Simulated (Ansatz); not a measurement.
Here is an Ansatz 0.2.0 calculation.

Contents of input.yaml:

```yaml
crystal:
  lattice:
    - [2.74841, 0.0, 0.0]
    - [0.0, 2.74841, 0.0]
    - [0.0, 0.0, 2.74841]
  atoms:
    - { symbol: Au, position: [0.5, 0.5, 0.5] }
hamiltonian:
  xc: pbe
  pseudopotentials: { kind: paw }
kpoints:
  mp_grid: { grid: [7, 7, 7] }
scf:
  occupations: { method: fermi_dirac, width: 0.05 }
phonons:
  method: dfpt
```

Potentials or basis: Ansatz PAW.

The run is started by

```sh
$ ansatz run input.yaml --threads 2 --pin off --max-ram 5632MiB --backend cpu --events-out ev --progress --plain --runs-dir out
```

(1) Estimate the band gap on the k mesh.

Results:

(1) none (metal or under the smearing width).
